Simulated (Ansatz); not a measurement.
LiI:
```yaml
crystal:
  lattice:
    - [0.00000, 2.95111, 2.95111]
    - [2.95111, 0.00000, 2.95111]
    - [2.95111, 2.95111, 0.00000]
  atoms:
    - { symbol: Li, position: [0.00000, 0.00000, 0.00000] }
    - { symbol: I, position: [0.50000, 0.50000, 0.50000] }
```

x, y and z are the axes in which the lattice vectors are written.

**Question.** Give the high-frequency dielectric tensor and the Born effective charge tensors of the independent atoms from DFPT, DFT-PBEsol in the program Ansatz with PAW potentials.

**Answer.** 
ε∞:
```
4.34  0.00  0.00
0.00  4.34  0.00
0.00  0.00  4.34
```
Z* of atom 1 (Li), rows: field, columns: displacement, in e:
```
1.30  0.00  0.00
0.00  1.30  0.00
0.00  0.00  1.30
```
Z* of atom 2 (I), rows: field, columns: displacement, in e:
```
-1.30   0.00   0.00
 0.00  -1.30   0.00
 0.00   0.00  -1.30
```

Space group Fm-3m (rock salt). Symmetry was held in the PBEsol relaxation. Spin–orbit coupling is left out wherever it is not named.

Potentials: the later of the program's two PAW sets.
